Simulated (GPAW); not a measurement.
# PbS (Pm-3m) in GPAW: tuning use of symmetry

Aim: find the choice of use of symmetry that runs PbS fastest, at r2SCAN. This setting moves, with any that are tied to it; all else stays.

All numbers are computed with GPAW 26.7.0; they aren't measurements. Logs are shortened: lines on timing, memory, paths and dates and some standing lists are left out, and cuts for length are marked. The log counts tension as positive stress, the text compression.

## 1. The crystal as given

It takes space group Pm-3m (No. 221, cubic). Conventional cell: a = 3.654 Å, b = 3.654 Å, c = 3.654 Å, α = 90.00°, β = 90.00°, γ = 90.00°. Pb (site symmetry m-3m) has 8 S at 3.16 Å as nearest neighbours. Around S (site symmetry m-3m) lie 8 Pb at 3.16 Å.

Measurements of this composition are mostly on another form, of space group No. 225.

## 2. With use of symmetry default

run.py

```python
from ase.dft.bandgap import bandgap
from ase.io import read, write
from ase.units import GPa
from gpaw import GPAW, PW

atoms = read('PbS.xyz')

calc = GPAW(mode=PW(600),
            xc='MGGA_X_R2SCAN+MGGA_C_R2SCAN',
            kpts={'size': (7, 7, 7), 'gamma': True},
            occupations={'name': 'fermi-dirac', 'width': 0.05},
            nbands=19,
            convergence={'density': 1e-05, 'energy': 1e-05},
            maxiter=100,
            txt='gpaw.txt')
atoms.calc = calc
energy = atoms.get_potential_energy()
forces = atoms.get_forces()
stress = atoms.get_stress()
calc.write('gs.gpw')
write('result.traj', atoms)
print(f'Energy: {energy:.6f} eV')
print('Forces (eV/A):')
print(forces.round(4))
print('Stress (GPa):', (stress / GPa).round(3))
print('Fermi level:', round(calc.get_fermi_level(), 4), 'eV')
print(f'Gap: {bandgap(calc)[0]:.4f} eV, direct: {bandgap(calc, direct=True)[0]:.4f} eV')
```

PbS.xyz

```xyz
2
Lattice="3.6536590000 0.0000000000 0.0000000000 0.0000000000 3.6536590000 0.0000000000 0.0000000000 0.0000000000 3.6536590000" Properties=species:S:1:pos:R:3 pbc="T T T"
Pb     0.0000000000      0.0000000000      0.0000000000
S      1.8268295000      1.8268295000      1.8268295000
```

Potentials or basis: GPAW PAW data sets (gpaw-data 1.2.1), pw.

On the command line:

```sh
OMP_NUM_THREADS=1 python run.py
```

gpaw.txt:

```text
__  _  _
 | _ |_)|_||  |
 |__||  | ||/\| - 26.7.0

Input parameters:
  mode=PW(ecut=600.0),
  convergence={'density': 1e-05, 'energy': 1e-05},
  kpts=MonkhorstPack(size=(7, 7, 7), gamma=True),
  maxiter=100,
  nbands=19,
  occupations=Occupations(name='fermi-dirac', width=0.05),
  xc=XC(name='MGGA_X_R2SCAN+MGGA_C_R2SCAN')

Diagonalizing LCAO Hamiltonian
Converting LCAO to pw mode
   .--------.
  /|        |
 * |        |
 | |   S    |
 | .--------.
 |/        /
 Pb-------*

Atoms  # Å, Bohr magnetons
|   | symbol |        x |        y |        z |    initial magnetic moments |
|---|--------|----------|----------|----------|-----------------------------|
| 0 |     Pb | 0.000000 | 0.000000 | 0.000000 | ( 0.0000,  0.0000,  0.0000) |
| 1 |      S | 1.826830 | 1.826830 | 1.826830 | ( 0.0000,  0.0000,  0.0000) |

Unit cell  # Å
| periodic |        x |        y |        z |  lengths |    angles |
|----------|----------|----------|----------|----------|-----------|
|      yes | 3.653659 | 0.000000 | 0.000000 | 3.653659 | 90.000000 |
|      yes | 0.000000 | 3.653659 | 0.000000 | 3.653659 | 90.000000 |
|      yes | 0.000000 | 0.000000 | 3.653659 | 3.653659 | 90.000000 |

Number of symmetries: 48
Symmetry operations  # r_c * U_cc + t_c -> r_c
|    | kind |            matrix            |
|----|------|------------------------------|
|  0 |  E   |  1, 0, 0,  0, 1, 0,  0, 0, 1 |
|  1 |  σ   |  1, 0, 0,  0, 1, 0,  0, 0,-1 |
|  2 |  σ   |  1, 0, 0,  0, 0, 1,  0, 1, 0 |
|  3 |  C4  |  1, 0, 0,  0, 0, 1,  0,-1, 0 |
|  4 |  C4  |  1, 0, 0,  0, 0,-1,  0, 1, 0 |
|  5 |  σ   |  1, 0, 0,  0, 0,-1,  0,-1, 0 |
|  6 |  σ   |  1, 0, 0,  0,-1, 0,  0, 0, 1 |
|  7 |  C2  |  1, 0, 0,  0,-1, 0,  0, 0,-1 |
|  8 |  σ   |  0, 1, 0,  1, 0, 0,  0, 0, 1 |
|  9 |  C2  |  0, 1, 0,  1, 0, 0,  0, 0,-1 |
| 10 |  C3  |  0, 1, 0,  0, 0, 1,  1, 0, 0 |
| 11 |  S6  |  0, 1, 0,  0, 0, 1, -1, 0, 0 |
| 12 |  S6  |  0, 1, 0,  0, 0,-1,  1, 0, 0 |
| 13 |  C3  |  0, 1, 0,  0, 0,-1, -1, 0, 0 |
| 14 |  C4  |  0, 1, 0, -1, 0, 0,  0, 0, 1 |
| 15 |  S4  |  0, 1, 0, -1, 0, 0,  0, 0,-1 |
| 16 |  C3  |  0, 0, 1,  1, 0, 0,  0, 1, 0 |
| 17 |  S6  |  0, 0, 1,  1, 0, 0,  0,-1, 0 |
| 18 |  σ   |  0, 0, 1,  0, 1, 0,  1, 0, 0 |
| 19 |  C4  |  0, 0, 1,  0, 1, 0, -1, 0, 0 |
| 20 |  C2  |  0, 0, 1,  0,-1, 0,  1, 0, 0 |
| 21 |  S4  |  0, 0, 1,  0,-1, 0, -1, 0, 0 |
| 22 |  S6  |  0, 0, 1, -1, 0, 0,  0, 1, 0 |
| 23 |  C3  |  0, 0, 1, -1, 0, 0,  0,-1, 0 |
| 24 |  S6  |  0, 0,-1,  1, 0, 0,  0, 1, 0 |
| 25 |  C3  |  0, 0,-1,  1, 0, 0,  0,-1, 0 |
| 26 |  C4  |  0, 0,-1,  0, 1, 0,  1, 0, 0 |
| 27 |  σ   |  0, 0,-1,  0, 1, 0, -1, 0, 0 |
| 28 |  S4  |  0, 0,-1,  0,-1, 0,  1, 0, 0 |
| 29 |  C2  |  0, 0,-1,  0,-1, 0, -1, 0, 0 |
| 30 |  C3  |  0, 0,-1, -1, 0, 0,  0, 1, 0 |
| 31 |  S6  |  0, 0,-1, -1, 0, 0,  0,-1, 0 |
| 32 |  C4  |  0,-1, 0,  1, 0, 0,  0, 0, 1 |
| 33 |  S4  |  0,-1, 0,  1, 0, 0,  0, 0,-1 |
| 34 |  S6  |  0,-1, 0,  0, 0, 1,  1, 0, 0 |
| 35 |  C3  |  0,-1, 0,  0, 0, 1, -1, 0, 0 |
| 36 |  C3  |  0,-1, 0,  0, 0,-1,  1, 0, 0 |
| 37 |  S6  |  0,-1, 0,  0, 0,-1, -1, 0, 0 |
| 38 |  σ   |  0,-1, 0, -1, 0, 0,  0, 0, 1 |
| 39 |  C2  |  0,-1, 0, -1, 0, 0,  0, 0,-1 |
| 40 |  σ   | -1, 0, 0,  0, 1, 0,  0, 0, 1 |
| 41 |  C2  | -1, 0, 0,  0, 1, 0,  0, 0,-1 |
| 42 |  C2  | -1, 0, 0,  0, 0, 1,  0, 1, 0 |
| 43 |  S4  | -1, 0, 0,  0, 0, 1,  0,-1, 0 |
| 44 |  S4  | -1, 0, 0,  0, 0,-1,  0, 1, 0 |
| 45 |  C2  | -1, 0, 0,  0, 0,-1,  0,-1, 0 |
| 46 |  C2  | -1, 0, 0,  0,-1, 0,  0, 0, 1 |
| 47 |  i   | -1, 0, 0,  0,-1, 0,  0, 0,-1 |

[... 64 lines left out ...]
    |   6p |  2.000 |      -3.506 |    1.275 |
    |   5d | 10.000 |     -21.211 |    1.217 |
    |    s |        |      15.243 |    1.259 |
    |    p |        |      23.705 |    1.275 |
    |    d |        |       6.001 |    1.217 |

    Using partial waves for Pb as LCAO basis

  S:
    name:    Sulfur
    Z:       16.0
    valence: 6
    core:    10
    charge:  0.0  # [|e|]
    compensation charges:
      type: gauss
      rc: 0.24  # [Å]
      lmax: 2
    cutoffs:
      filter: 1.77  # [Å]
      core: 1.66  # [Å]
    projectors
    | kind |    occ | energy [eV] | rcut [Å] |
    |------|--------|-------------|----------|
    |   3s |  2.000 |     -17.254 |    0.974 |
    |   3p |  4.000 |      -7.008 |    0.979 |
    |    s |        |       9.957 |    0.974 |
    |    p |        |      20.203 |    0.979 |
    |    d |        |       0.000 |    0.900 |

    Using partial waves for S as LCAO basis

Reference energy: -578132.083262  # eV

eigensolver:
  PPCG
  Converge bands: occupied
  niter=2

density mixing:
  MSR1-Mixer
  Pratt-step length: 0.05
  Maximum mixing coefficient: 0.75
  Old densities: 10
  SVD Regularization: 0.005
  Good broyden scale: 1.0
  Trust region scale: 1.0
  Backstep threshold: 4.0
  History deletion threshold: 6.0
  Fourier metric: weight=20.0, sigma=0.015

occupation numbers:
  Fermi-Dirac:
    width: 0.0500  # eV

poisson solver:
  ecut: 4800.0  # eV

xc functional:
  name: MGGA_X_R2SCAN+MGGA_C_R2SCAN with 2 nearest neighbor stencil

convergence criteria:
- Maximum integral of absolute [dens]ity change: 1e-05 electrons / valence electron
- Maximum [total energy] change in last 3 cyles: 1e-05 eV / valence electron
- Maximum integral of absolute [eigenst]ate change: 4e-08 eV^2 / valence electron
maximum number of iterations: 100

SCF iterations
|iter     | |      energy | eigst |  dens |
|---------|-|-------------|-------|-------|
|iter:   1| |  -33.793804 | -0.06 |       |
|iter:   2| |  -29.668413 | -0.99 | -1.15 |
|iter:   3| |-1853235.581058 | +5.38 | -1.14 |
|iter:   4| |   -8.314438 | +1.49 | +1.95 |
|iter:   5| |  -29.482908 | +1.26 | -0.34 |
|iter:   6| |  -29.499615 | -0.57 | -1.38 |
|iter:   7| |  -29.266535 | -1.20 | -1.08 |
|iter:   8| |  -29.246369 | -2.57 | -1.85 |
|iter:   9| |  -29.252116 | -2.72 | -2.15 |
|iter:  10| |  -29.251243 | -3.88 | -2.46 |
|iter:  11| |  -29.251394 | -4.72 | -2.91 |
|iter:  12| |  -29.251454 | -5.46 | -3.30 |
|iter:  13| |  -29.251472c| -5.85 | -3.85 |
|iter:  14| |  -29.251474c| -7.25 | -4.62 |
|iter:  15| |  -29.251474c| -7.97c| -5.45c|

Converged in 15 steps
Energy contributions relative to reference atoms: (reference = -578132.083262)

Energy contributions:
  Kinetic:          20.918045
  Coulomb:         -20.698846
  Zero:             -0.051398
  External:          0.000000
  Xc:              -29.418019
  Entropy:          -0.002512
  Spinorbit:         0.000000
  ----------------------------
  Free energy:     -29.252730
  Extrapolated:    -29.251474

dipole moment: (-15.413108, -15.413108, -15.413108)  # |e|*Ang

Fermi level: 6.453
Eigenvalues  # (at kpt = [0.000, 0.000, 0.000])
| band index |      eig [eV] | occ [0-2] |
|------------|---------------|-----------|
|          0 |       -11.168 |     2.000 |
|        ... |               |           |
|          2 |       -10.964 |     2.000 |
|          3 |       -10.964 |     2.000 |
|          4 |       -10.964 |     2.000 |
|          5 |        -7.227 |     2.000 |
|          6 |        -0.372 |     2.000 |
|          7 |         4.753 |     2.000 |
[... 9 lines left out ...]
|         17 |        19.620 |     0.000 |
|         18 |        20.122 |     0.000 |

Gap: 0.307 eV
Transition (v -> c):
  (s=0, k=6, n=9, [0.29, 0.14, 0.14]) -> (s=0, k=19, n=10, [0.43, 0.43, 0.43])
Direct/indirect transitions are different
Direct gap: 1.630 eV
Transition at: (s=0, k=10, n=9, [0.43, 0.00, 0.00])

Forces  # eV/Ang
|        x |       y |       z |
|----------|---------|---------|
|  0.00000 | 0.00000 | 0.00000 |  # Pb   0
| -0.00000 | 0.00000 | 0.00000 |  # S    1

Stress tensor  # eV/Ang^3
|        x |        y |        z |
|----------|----------|----------|
| 0.005738 | 0.000000 | 0.000000 |
| 0.000000 | 0.005738 | 0.000000 |
| 0.000000 | 0.000000 | 0.005738 |

# Writing to gs.gpw (mode='')
```

It took 83 s on 1 thread of Arm Neoverse N1, host not shared; peak memory 0.28 GiB.

Results:

| Item | Value |
| --- | --- |
| Free energy | -29.2527 eV |
| Pressure | -0.9 GPa |
| Band gap on the k mesh | 0.31 eV, indirect (least direct gap 1.63 eV) |

## 3. With use of symmetry off

Changes to run.py since step 2:

```diff
@@ -13,2 +13,3 @@
             convergence={'density': 1e-05, 'energy': 1e-05},
+            symmetry='off',
             maxiter=100,
```

PbS.xyz is that of step 2.

Potentials or basis: GPAW PAW data sets (gpaw-data 1.2.1), pw.

On the command line:

```sh
OMP_NUM_THREADS=1 python run.py
```

Run time: 19 min. Hardware: 1 thread of Arm Neoverse N1, host not shared.

The run was cut off at its time limit.

## 4. With use of symmetry point_group=False

Changes to run.py since step 3:

```diff
@@ -13,3 +13,3 @@
             convergence={'density': 1e-05, 'energy': 1e-05},
-            symmetry='off',
+            symmetry={'point_group': False},
             maxiter=100,
```

PbS.xyz is that of step 3.

On the command line:

```sh
OMP_NUM_THREADS=1 python run.py
```

Run time: 11 min. Hardware: 1 thread of Arm Neoverse N1, host not shared; peak memory 0.41 GiB.

The run converged. Its results:

```yaml
Free_energy: -29.2527 eV
Pressure: -0.9 GPa
Band_gap_on_the_k_mesh: 0.31 eV, indirect (least direct gap 1.63 eV)
```

## 5. With use of symmetry symmorphic=False

Changes to run.py since step 4:

```diff
@@ -13,3 +13,3 @@
             convergence={'density': 1e-05, 'energy': 1e-05},
-            symmetry={'point_group': False},
+            symmetry={'symmorphic': False},
             maxiter=100,
```

PbS.xyz is that of step 4.

On the command line:

```sh
OMP_NUM_THREADS=1 python run.py
```

Wall time 83 s (1 thread of Arm Neoverse N1, host not shared); peak memory 0.28 GiB.

It converged, with:

* Free energy: -29.2527 eV
* Pressure: -0.9 GPa
* Band gap on the k mesh: 0.31 eV, indirect (least direct gap 1.63 eV)

## 6. With use of symmetry time_reversal=False

Changes to run.py since step 5:

```diff
@@ -13,3 +13,3 @@
             convergence={'density': 1e-05, 'energy': 1e-05},
-            symmetry={'symmorphic': False},
+            symmetry={'time_reversal': False},
             maxiter=100,
```

PbS.xyz is that of step 5.

Potentials or basis: GPAW PAW data sets (gpaw-data 1.2.1), pw.

On the command line:

```sh
OMP_NUM_THREADS=1 python run.py
```

Wall time 83 s (1 thread of Arm Neoverse N1, host not shared); peak memory 0.28 GiB.

Results (log left out):

```
Free energy            : -29.2527 eV
Pressure               : -0.9 GPa
Band gap on the k mesh : 0.31 eV, indirect (least direct gap 1.63 eV)
```

## 7. The series at a glance

```
    use of symmetry  energy less the last converged row (meV/atom)  SCF cycles  wall time (s)  peak memory (GiB)
            default                                           0.00          15             83               0.28
                off                         timed out after 1200 s           -              -                  -
  point_group=False                                           0.00          15            660               0.41
   symmorphic=False                                           0.00          15             83               0.28
time_reversal=False                                           0.00          15             83               0.28
```

Fastest here: default (83 s), level within noise with symmorphic=False, time_reversal=False; slowest of those that converged: point_group=False (660 s). These are single runs, one after another on one machine, so differences under about a fifth mean little.

Caveats: the PAW data sets were made with another functional, which shifts forces and pressure a little; spin-orbit coupling is left out, which as a rule narrows the gap of such compounds by several tenths of an eV; an odd mesh through Γ misses points on the zone boundary, where band edges often lie.
